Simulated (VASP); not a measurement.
# BN (Qingsongite) (F-43m) in VASP: notebook

The runs below take BN (Qingsongite) through single point, relaxation of cell and atoms, with r2SCAN.

Program: VASP 6.6.1. These are calculated values, not measurements. Logs are shortened: lines on timing, memory, paths and dates and some standing lists are left out, and cuts for length are marked.

**Experimental background.**

From a printed reference work, monograph, for a bulk crystal of BN at 300 K: band gap 6.4 eV (indirect).

The results are compared with them further down.

### 1 The cell of the first run

It takes space group F-43m (No. 216, cubic). The conventional cell has a = 3.610 Å, b = 3.610 Å, c = 3.610 Å, α = 90.00°, β = 90.00°, γ = 90.00°. Within 2.1 Å of B (site symmetry -43m) lie 4 N at 1.56 Å. N (site symmetry -43m) has 4 B at 1.56 Å within 2.1 Å.

### 2 Single point, r2SCAN

POSCAR reads:

```
BN
1.0
    0.0000000000      1.8048651813      1.8048651813
    1.8048651813      0.0000000000      1.8048651813
    1.8048651813      1.8048651813      0.0000000000
B N
1 1
Direct
    0.0000000000      0.0000000000      0.0000000000
    0.2500000000      0.2500000000      0.2500000000
```

INCAR.step1 reads:

```
PREC = Accurate ; ENCUT = 520
ISMEAR = 0 ; SIGMA = 0.02
LREAL = F ; LASPH = T
NELM = 60 ; NBANDS = 11
GGA = PE ; ALGO = Normal
EDIFF = 1E-4 ; LWAVE = T
LCHARG = F
```

INCAR.step2 reads:

```
PREC = Accurate ; ENCUT = 520
EDIFF = 1E-6 ; ISMEAR = 0
SIGMA = 0.02 ; LREAL = F
LASPH = T ; NELM = 60
ALGO = Normal ; ISIF = 2
LWAVE = F ; LCHARG = T
METAGGA = R2SCAN ; LMIXTAU = T
LELF = T ; LVHAR = T
NBANDS = 11 ; ISTART = 1
```

KPOINTS reads:

```
Automatic mesh
0
Gamma
  12 12 12
```

Potentials or basis: VASP PAW PBE potentials, release 64 (B, N).

Command:

```
> cat potpaw_PBE.64/B/POTCAR potpaw_PBE.64/N/POTCAR > POTCAR
> cp INCAR.step1 INCAR
> mpirun -np 1 vasp_std > vasp.out
> cp INCAR.step2 INCAR
> mpirun -np 1 vasp_std > vasp.out
```

OUTCAR:

```text
PREC = Accurate
   ENCUT = 520
   EDIFF = 1E-6
   ISMEAR = 0
   LREAL = F
   LASPH = T
   NELM = 60
   ISIF = 2
   METAGGA = R2SCAN
   ISTART = 1

 ion  position               nearest neighbor table
   1  0.000  0.000  0.000-   2 1.56   2 1.56   2 1.56   2 1.56
   2  0.250  0.250  0.250-   1 1.56   1 1.56   1 1.56   1 1.56

  LATTYP: Found a face centered cubic cell.
 ALAT       =     3.6097303626

  Lattice vectors:

 A1 = (   0.0000000000,   1.8048651813,   1.8048651813)
 A2 = (   1.8048651813,   0.0000000000,   1.8048651813)
 A3 = (   1.8048651813,   1.8048651813,   0.0000000000)

Analysis of symmetry for initial positions (statically):
=====================================================================
 Subroutine PRICEL returns:
 Original cell was already a primitive cell.

 Routine SETGRP: Setting up the symmetry group for a
 face centered cubic supercell.

 Subroutine GETGRP returns: Found 24 space group operations
 (whereof 24 operations were pure point group operations)
 out of a pool of 48 trial point group operations.

The static configuration has the point symmetry T_d .

Analysis of symmetry for dynamics (positions and initial velocities):
=====================================================================
 Subroutine PRICEL returns:
 Original cell was already a primitive cell.

 Routine SETGRP: Setting up the symmetry group for a
 face centered cubic supercell.

 Subroutine GETGRP returns: Found 24 space group operations
 (whereof 24 operations were pure point group operations)
 out of a pool of 48 trial point group operations.

The dynamic configuration has the point symmetry T_d .

 Subroutine INISYM returns: Found 24 space group operations
 (whereof 24 operations are pure point group operations),
 and found     1 'primitive' translations

----------------------------------------------------------------------------------------

                                     Primitive cell

  volume of cell :      11.7588

  direct lattice vectors                    reciprocal lattice vectors
     0.000000000  1.804865181  1.804865181    -0.277029002  0.277029002  0.277029002
     1.804865181  0.000000000  1.804865181     0.277029002 -0.277029002  0.277029002
     1.804865181  1.804865181  0.000000000     0.277029002  0.277029002 -0.277029002

  length of vectors
     2.552464818  2.552464818  2.552464818     0.479828307  0.479828307  0.479828307

[... 81 lines left out ...]
   LREAL  =      F    real-space projection
   EDIFFG = 0.1E-04   stopping-criterion for IOM
   NSW    =      0    number of steps for IOM
   IBRION =     -1    ionic relax: 0-MD 1-quasi-New 2-CG
   NFREE  =      0    steps in history (QN), initial steepest desc. (CG)
   ISIF   =      2    stress and relaxation
   ISYM   =      2    0-nonsym 1-usesym 2-fastsym
   POTIM  = 0.5000    time-step for ionic-motion
   TEBEG  =    0.0;   TEEND  =   0.0 temperature during run
   PSTRESS=    0.0 pullay stress
   NELECT =       8.0000    total number of electrons
   NUPDOWN=      -1.0000    fix difference up-down
   EMIN   =  10.00;   EMAX   =-10.00  energy-range for DOS
   EFERMI =   0.00;   METHOD = LEGACY
   ISMEAR =     0;   SIGMA  =   0.02  broadening in eV -4-tet -1-fermi 0-gaus
   EFERMI_NEDOS =   21; number of points for ismear=-14 and -15
   IALGO  =     38    algorithm
   IMIX   =      4    mixing-type and parameters
     AMIX     =   0.40;   BMIX     =  1.00
     AMIX_MAG =   1.60;   BMIX_MAG =  1.00
  volume/ion in A,a.u.               =       5.88        39.68
  Fermi-wavevector in a.u.,A,eV,Ry     =   1.439848  2.720919 28.207095  2.073163
  Thomas-Fermi vector in A             =   2.558658
   LORBIT       =      0    0 simple, 1 ext, 2 COOP (PROOUT), +10 PAW based schemes
   METAGGA = R2SCAN    functional components
   LHFCALC =     F    Hartree Fock is set to
   AEXX    =    0.0000 exact exchange contribution
   IVDW    =     0    specifies the selected vdW correction
   LEPSILON=     F    determine dielectric tensor
   LRPA    =     F    only Hartree local field effects (RPA)
 non-spin polarized calculation
 Gauss-broadening in eV      SIGMA  =   0.02
  energy-cutoff  :      520.00
  volume of cell :       11.76
 maximum number of plane-waves:       332
   NGX =  9   NGY =  9   NGZ =  9

 number of electron       7.9999999 magnetization

 Free energy of the ion-electron system (eV)
  ---------------------------------------------------
  ext. energy  EPLUGINS =         0.00000000
  ---------------------------------------------------
  free energy    TOTEN  =       -19.17156902 eV

  energy without entropy =      -19.17156902  energy(sigma->0) =      -19.17156902

 E-fermi :   7.5462     XC(G=0): -13.6696

 val. band max:        7.2963722976   @ k =   0.0000   0.0000   0.0000
 cond. band min:      12.2779159366   @ k =   0.5000   0.5000   0.0000
 fundamental gap:      4.9815436391
 Fermi energy:         7.5462060653

 k-point     1 :       0.0000    0.0000    0.0000
  band No.  band energies     occupation
      1     -14.0457      2.00000
      2       7.2964      2.00000
      3       7.2964      2.00000
      4       7.2964      2.00000
      5      16.8441      0.00000
      6      16.8441      0.00000
      7      16.8441      0.00000
      8      18.4339      0.00000
      9      33.5153      0.00000
     10      36.0938      0.00000
     11      36.0938      0.00000
[... 309 lines left out ...]
 k-point    24 :      -0.4167    0.1667    0.0000
  band No.  band energies     occupation
      1      -9.3500      2.00000
      2      -3.1108      2.00000
      3       2.9825      2.00000
      4       4.6201      2.00000
      5      17.3237      0.00000
      6      20.3678      0.00000
      7      20.4379      0.00000
      8      24.1752      0.00000
      9      29.7116      0.00000
     10      33.9250      0.00000
     11      35.6284      0.00000

 [... further k-points ...]
[... 5 lines left out ...]
  --------------------------------------------------------------------------------------
  -------------------------------------------------------------------------------------
  Total        0.0821196      0.0821196      0.0821196      0.0000000      0.0000000     -0.0000000
  in kB       11.1890515     11.1890515     11.1890515      0.0000000      0.0000000     -0.0000000
  external PRESSURE =      11.1890515 kB  Pullay stress =       0.0000000 kB

 VOLUME and BASIS-vectors are now :
 -----------------------------------------------------------------------------
  energy-cutoff  :      520.00
  volume of cell :       11.76
      direct lattice vectors                 reciprocal lattice vectors
     0.000000000  1.804865181  1.804865181    -0.277029002  0.277029002  0.277029002
     1.804865181  0.000000000  1.804865181     0.277029002 -0.277029002  0.277029002
     1.804865181  1.804865181  0.000000000     0.277029002  0.277029002 -0.277029002

 POSITION                                       TOTAL-FORCE (eV/Angst)
 -----------------------------------------------------------------------------------
      0.00000      0.00000      0.00000        -0.000000     -0.000000     -0.000000
      0.90243      0.90243      0.90243         0.000000      0.000000      0.000000
 -----------------------------------------------------------------------------------
    total drift:                                0.000000      0.000000      0.000000

  FREE ENERGIE OF THE ION-ELECTRON SYSTEM (eV)
  ---------------------------------------------------
  free  energy   TOTEN  =       -19.1715690176 eV

  energy  without entropy=      -19.1715690176  energy(sigma->0) =      -19.17156902
```

OSZICAR.step1:

```text
N       E                     dE             d eps       ncg     rms          rms(c)
DAV:   1     0.990792619050E+01    0.99079E+01   -0.52491E+03  1616   0.738E+02
DAV:   2    -0.178983799206E+02   -0.27806E+02   -0.26973E+02  1862   0.164E+02
DAV:   3    -0.184196806593E+02   -0.52130E+00   -0.52041E+00  1887   0.191E+01
DAV:   4    -0.184203055361E+02   -0.62488E-03   -0.62487E-03  1698   0.737E-01
DAV:   5    -0.184203061012E+02   -0.56515E-06   -0.56515E-06  1728   0.223E-02    0.673E+00
DAV:   6    -0.175359531321E+02    0.88435E+00   -0.29277E+00  1659   0.991E+00    0.328E+00
DAV:   7    -0.174625467442E+02    0.73406E-01   -0.10598E-01  1785   0.268E+00    0.193E+00
DAV:   8    -0.174480975530E+02    0.14449E-01   -0.35749E-02  1763   0.138E+00    0.195E-01
DAV:   9    -0.174482786885E+02   -0.18114E-03   -0.95907E-04  1668   0.259E-01    0.840E-02
DAV:  10    -0.174483651896E+02   -0.86501E-04   -0.12137E-04  1724   0.940E-02
   1 F= -.17448365E+02 E0= -.17448365E+02  d E =-.193744E-15
```

It took 35 s on 1 thread of AMD EPYC 7R13 (Zen 3), shared host; peak memory 0.1 GiB.

Results:

```yaml
Free_energy: -19.1716 eV
Pressure: 1.1 GPa
Band_gap_on_the_k_mesh: 4.98 eV, indirect (least direct gap 9.55 eV)
```

Caveat: the PAW data sets were made with another functional, which shifts forces and pressure a little.

### 3 Relaxation of cell and atoms, r2SCAN

This run uses another cell than the first one, of 5.91 Å³/atom, 1.004 times its volume.

POSCAR reads:

```
BN
1.0
    0.0000000000      1.8075000000      1.8075000000
    1.8075000000      0.0000000000      1.8075000000
    1.8075000000      1.8075000000      0.0000000000
B N
1 1
Direct
    0.0000000000      0.0000000000      0.0000000000
    0.2500000000      0.2500000000      0.2500000000
```

INCAR.step1 reads:

```
SYSTEM = BN
PREC     = Accurate       ! precision mode
ENCUT    = 600            ! plane-wave cutoff, eV
ISMEAR   = 0              ! smearing method
SIGMA    = 0.02           ! smearing width, eV
LREAL    = .False.        ! projectors in reciprocal space
LASPH    = .True.         ! aspherical terms in the spheres
NELM     = 100            ! most SCF steps
GGA      = PE             ! functional
ALGO     = Normal         ! electronic algorithm
EDIFF    = 1E-4           ! SCF threshold, eV
LWAVE    = .True.         ! write WAVECAR
LCHARG   = .False.        ! write CHGCAR
```

INCAR.step2 reads:

```
SYSTEM = BN
PREC     = Accurate       ! precision mode
ENCUT    = 600            ! plane-wave cutoff, eV
EDIFF    = 1E-6           ! SCF threshold, eV
ISMEAR   = 0              ! smearing method
SIGMA    = 0.02           ! smearing width, eV
LREAL    = .False.        ! projectors in reciprocal space
LASPH    = .True.         ! aspherical terms in the spheres
NELM     = 100            ! most SCF steps
ALGO     = Normal         ! electronic algorithm
ISIF     = 3              ! what is computed and relaxed
LWAVE    = .False.        ! write WAVECAR
LCHARG   = .False.        ! write CHGCAR
METAGGA  = R2SCAN         ! meta-GGA
LMIXTAU  = .True.       
IBRION   = 2              ! ionic algorithm
NSW      = 100            ! ionic steps
EDIFFG   = -0.005         ! ionic threshold
ISTART   = 1
```

KPOINTS reads:

```
Automatic mesh
0
Gamma
  12 12 12
  0 0 0
```

Potentials or basis: VASP PAW PBE potentials, release 64 (B, N).

Command:

```
> cat potpaw_PBE.64/B/POTCAR potpaw_PBE.64/N/POTCAR > POTCAR
> cp INCAR.step1 INCAR
> mpirun -np 1 vasp_std > vasp.out
> cp INCAR.step2 INCAR
> mpirun -np 1 vasp_std > vasp.out
```

Wall time 61 s (1 thread of AMD EPYC 7R13 (Zen 3), shared host); peak memory 0.09 GiB.

The run converged. Its results:

- Free energy: -19.1747 eV
- Relaxed volume: 5.90 Å³/atom
- Relaxed cell: a = 2.555 Å, b = 2.555 Å, c = 2.555 Å, α = 60.00°, β = 60.00°, γ = 60.00°
- Space group after relaxing (to 0.05 Å): F-43m (No. 216)
- Energy gained by relaxing: 0.0 meV/atom
- Ionic steps: 3
- Pressure after relaxing: 0.0 GPa
- Band gap on the k mesh: 4.98 eV, indirect (least direct gap 9.53 eV)

Final structure:
```cif
data_structure
_symmetry_space_group_name_H-M 'P 1'
_symmetry_Int_Tables_number 1
_cell_length_a 2.5550
_cell_length_b 2.5550
_cell_length_c 2.5550
_cell_angle_alpha 60.000
_cell_angle_beta 60.000
_cell_angle_gamma 60.000
_cell_volume 11.79
loop_
_atom_site_label
_atom_site_type_symbol
_atom_site_fract_x
_atom_site_fract_y
_atom_site_fract_z
_atom_site_occupancy
B1 B 0.00000 0.00000 0.00000 1
N1 N 0.25000 0.25000 0.25000 1
```

Levels at points of the mesh, in eV from the valence-band top:
```tsv
k point	band 1	band 2	band 3	band 4	band 5	band 6	band 7	band 8
(0.00, 0.00, 0.00)	-21.31	0.00	0.00	0.00	9.53	9.53	9.53	11.09
(0.50, 0.00, 0.00)	-17.01	-11.10	-2.02	-2.02	10.80	11.48	11.48	16.42
(0.50, 0.50, 0.00)	-15.58	-9.33	-5.10	-5.10	4.98	9.82	19.28	19.28
```

Caveat: the PAW data sets were made with another functional, which shifts forces and pressure a little. A k mesh can miss the band edges.

### 4 Single point, r2SCAN

This run uses another cell than the first one, of 5.27 Å³/atom, 0.897 times its volume.

POSCAR reads:

```
BN
1.0
    0.0000000000      1.7406211898      1.7406211898
    1.7406211898      0.0000000000      1.7406211898
    1.7406211898      1.7406211898      0.0000000000
B N
1 1
Direct
    0.0000000000      0.0000000000      0.0000000000
    0.2500000000      0.2500000000      0.2500000000
```

INCAR.step1 reads:

```
SYSTEM = BN
  PREC = Accurate
  ENCUT = 520
  ISMEAR = 0
  SIGMA = 0.01
  LREAL = .FALSE.
  LASPH = .TRUE.
  NELM = 60
  NBANDS = 11
  GGA = PE
  ALGO = Normal
  EDIFF = 1E-4
  LWAVE = .TRUE.
  LCHARG = .FALSE.
```

INCAR.step2 reads:

```
SYSTEM = BN
  PREC = Accurate
  ENCUT = 520
  EDIFF = 1E-7
  ISMEAR = 0
  SIGMA = 0.01
  LREAL = .FALSE.
  LASPH = .TRUE.
  NELM = 60
  ALGO = Normal
  ISIF = 2
  LWAVE = .FALSE.
  LCHARG = .FALSE.
  METAGGA = R2SCAN
  LMIXTAU = .TRUE.
  NBANDS = 11
  ISTART = 1
```

KPOINTS reads:

```
Automatic mesh
0
G
  12 12 12
  0 0 0
```

Potentials or basis: VASP PAW PBE potentials, release 64 (B, N).

Command:

```
> cat potpaw_PBE.64/B/POTCAR potpaw_PBE.64/N/POTCAR > POTCAR
> cp INCAR.step1 INCAR
> mpirun -np 1 vasp_std > vasp.out
> cp INCAR.step2 INCAR
> mpirun -np 1 vasp_std > vasp.out
```

OUTCAR:

```text
SYSTEM = BN
   PREC = Accurate
   ENCUT = 520
   EDIFF = 1E-7
   ISMEAR = 0
   LREAL = .FALSE.
   LASPH = .TRUE.
   NELM = 60
   ISIF = 2
   METAGGA = R2SCAN
   ISTART = 1

 ion  position               nearest neighbor table
   1  0.000  0.000  0.000-   2 1.51   2 1.51   2 1.51   2 1.51
   2  0.250  0.250  0.250-   1 1.51   1 1.51   1 1.51   1 1.51

  LATTYP: Found a face centered cubic cell.
 ALAT       =     3.4812423796

  Lattice vectors:

 A1 = (   0.0000000000,   1.7406211898,   1.7406211898)
 A2 = (   1.7406211898,   0.0000000000,   1.7406211898)
 A3 = (   1.7406211898,   1.7406211898,   0.0000000000)

Analysis of symmetry for initial positions (statically):
=====================================================================
 Subroutine PRICEL returns:
 Original cell was already a primitive cell.

 Routine SETGRP: Setting up the symmetry group for a
 face centered cubic supercell.

 Subroutine GETGRP returns: Found 24 space group operations
 (whereof 24 operations were pure point group operations)
 out of a pool of 48 trial point group operations.

[... 171 lines left out ...]
      1     -13.9653      2.00000
      2       8.7001      2.00000
      3       8.7001      2.00000
      4       8.7001      2.00000
      5      18.7821      0.00000
      6      18.7821      0.00000
      7      18.7821      0.00000
      8      21.7741      0.00000
      9      37.1325      0.00000
     10      38.8821      0.00000
     11      38.8821      0.00000
[... 309 lines left out ...]
 k-point    24 :      -0.4167    0.1667    0.0000
  band No.  band energies     occupation
      1      -8.6836      2.00000
      2      -2.7112      2.00000
      3       3.9906      2.00000
      4       5.7169      2.00000
      5      19.2816      0.00000
      6      22.6889      0.00000
      7      23.2473      0.00000
      8      27.1054      0.00000
      9      32.6225      0.00000
     10      36.7805      0.00000
     11      39.4360      0.00000

 [... further k-points ...]

------------------------ aborting loop because EDIFF is reached ----------------------------------------

  FORCE on cell =-STRESS in cart. coord.  units (eV):
  Direction    XX          YY          ZZ          XY          YZ          ZX
  --------------------------------------------------------------------------------------
  -------------------------------------------------------------------------------------
  Total        3.5163943      3.5163943      3.5163943      0.0000000      0.0000000      0.0000000
  in kB      534.1526178    534.1526178    534.1526178      0.0000000      0.0000000      0.0000000
  external PRESSURE =     534.1526178 kB  Pullay stress =       0.0000000 kB

 VOLUME and BASIS-vectors are now :
 -----------------------------------------------------------------------------
  energy-cutoff  :      520.00
  volume of cell :       10.55
      direct lattice vectors                 reciprocal lattice vectors
     0.000000000  1.740621190  1.740621190    -0.287253771  0.287253771  0.287253771
     1.740621190  0.000000000  1.740621190     0.287253771 -0.287253771  0.287253771
     1.740621190  1.740621190  0.000000000     0.287253771  0.287253771 -0.287253771

 POSITION                                       TOTAL-FORCE (eV/Angst)
 -----------------------------------------------------------------------------------
      0.00000      0.00000      0.00000         0.000000      0.000000      0.000000
      0.87031      0.87031      0.87031        -0.000000     -0.000000     -0.000000
 -----------------------------------------------------------------------------------
    total drift:                                0.000000      0.000000     -0.000000

  FREE ENERGIE OF THE ION-ELECTRON SYSTEM (eV)
  ---------------------------------------------------
  free  energy   TOTEN  =       -18.9782353854 eV

  energy  without entropy=      -18.9782353854  energy(sigma->0) =      -18.97823539
```

OSZICAR.step1:

```text
N       E                     dE             d eps       ncg     rms          rms(c)
DAV:   1     0.947545491253E+01    0.94755E+01   -0.49630E+03  1696   0.729E+02
DAV:   2    -0.179501216035E+02   -0.27426E+02   -0.26613E+02  1900   0.168E+02
DAV:   3    -0.183905864868E+02   -0.44046E+00   -0.43988E+00  1857   0.177E+01
DAV:   4    -0.183909978342E+02   -0.41135E-03   -0.41134E-03  1713   0.613E-01
DAV:   5    -0.183909981460E+02   -0.31181E-06   -0.31179E-06  1697   0.167E-02    0.741E+00
DAV:   6    -0.173590555725E+02    0.10319E+01   -0.27928E+00  1641   0.102E+01    0.371E+00
DAV:   7    -0.172453113818E+02    0.11374E+00   -0.16918E-01  1800   0.327E+00    0.208E+00
DAV:   8    -0.172280253136E+02    0.17286E-01   -0.39891E-02  1808   0.149E+00    0.260E-01
DAV:   9    -0.172282794518E+02   -0.25414E-03   -0.80990E-04  1674   0.265E-01    0.940E-02
DAV:  10    -0.172283518826E+02   -0.72431E-04   -0.10379E-04  1745   0.868E-02
   1 F= -.17228352E+02 E0= -.17228352E+02  d E =-.152683E-39
```

It took 15 s on 1 thread of Intel Xeon 6975P-C (Granite Rapids), shared host; peak memory 0.11 GiB.

Results:

* Free energy: -18.9782 eV
* Pressure: 53.4 GPa
* Band gap on the k mesh: 5.11 eV, indirect (least direct gap 10.08 eV)

Levels at points of the mesh, in eV from the valence-band top:
```
           k point  band 1  band 2  band 3  band 4  band 5  band 6  band 7  band 8  band 9
(0.00, 0.00, 0.00)  -22.67    0.00    0.00    0.00   10.08   10.08   10.08   13.07   28.43
(0.50, 0.00, 0.00)  -17.80  -12.20   -2.25   -2.25   12.10   12.10   12.37   17.64   26.71
(0.50, 0.50, 0.00)  -16.22  -10.12   -5.70   -5.70    5.11   10.48   21.14   21.14   24.35
```

Caveat: the PAW data sets were made with another functional, which shifts forces and pressure a little. r2SCAN opens gaps a little over a GGA but as a rule still falls short of measured ones.

(Continued in part 2 of 2.)
